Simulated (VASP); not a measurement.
Mg (a cell with a defect), 13 atoms in the cell. The cell holds a defect, 13 atoms: a = 6.420 Å, b = 9.630 Å, c = 5.213 Å, α = 90.00°, β = 90.00°, γ = 120.00°. The cell was built by a generator and needn't be a form met in nature.

* Program: VASP 6.6.1
* Task: single point
* Functional: PBEsol
* Potentials or basis: VASP PAW PBE potentials, release 64 (Mg)
* Cutoff: 520 eV
* k mesh: 3 × 2 × 3
* Occupations: fermi-dirac, width 0.1 eV
* Spin: no spin polarisation
* Dipole correction: no
* Further INCAR settings: ALGO = Normal; EDIFF = 1e-07; NBANDS = 25

Potentials or basis: VASP PAW PBE potentials, release 64 (Mg).

Launch:

```sh
$ cat potpaw_PBE.64/Mg/POTCAR > POTCAR
$ mpirun -np 1 vasp_std > vasp.out
```

Hardware: 1 thread of Intel(R) Xeon(R) Platinum 8488C (Sapphire Rapids) (shared host).

Question: Estimate the wall time of this run.

Answer: It took 71 s on 1 thread of Intel(R) Xeon(R) Platinum 8488C (Sapphire Rapids), with other jobs on the host, peak memory 0.36 GiB. Counts: scf iterations 13, k points 10.
